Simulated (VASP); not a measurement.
SiC (Moissanite 6H), 12 atoms in the cell. The structure is hexagonal, space group P6_3mc (No. 186). The conventional cell has a = 3.061 Å, b = 3.061 Å, c = 15.019 Å, α = 90.00°, β = 90.00°, γ = 120.00°. Around Si (site symmetry 3m) lie 4 C at 1.88 Å. Si (site symmetry 3m) has 4 C at 1.87 to 1.88 Å as nearest neighbours. Around Si (site symmetry 3m) lie 4 C at 1.87 to 1.88 Å. Around C (site symmetry 3m) lie 4 Si at 1.87 to 1.88 Å. Around C (site symmetry 3m) lie 4 Si at 1.88 Å. Around C (site symmetry 3m) lie 4 Si at 1.87 to 1.88 Å. 

* Program: VASP 6.6.1
* Task: relaxation of cell and atoms
* Functional: LDA
* Potentials or basis: VASP PAW LDA potentials, release 64 (Si, C)
* Cutoff: 600 eV
* k mesh: 12 × 12 × 2
* Occupations: gaussian, width 0.03 eV
* Spin: no spin polarisation
* Further INCAR settings: ALGO = Normal; EDIFF = 1e-07; IBRION = 2; EDIFFG = -0.005; NSW = 90; ISIF = 3

Potentials or basis: VASP PAW LDA potentials, release 64 (Si, C).

The run is started by

```console
$ cat potpaw_LDA.64/Si/POTCAR potpaw_LDA.64/C/POTCAR > POTCAR
$ mpirun -np 4 vasp_std > vasp.out
```

Hardware: 4 MPI ranks on Intel(R) Xeon(R) Platinum 8488C (Sapphire Rapids) (shared host).

Problem. How long does it take, and how much memory?

Solution. Wall time 57 s on 4 MPI ranks on Intel(R) Xeon(R) Platinum 8488C (Sapphire Rapids) (shared host), peak memory 0.27 GiB a rank. Counts: scf iterations 24, k points 38, ion steps 3.
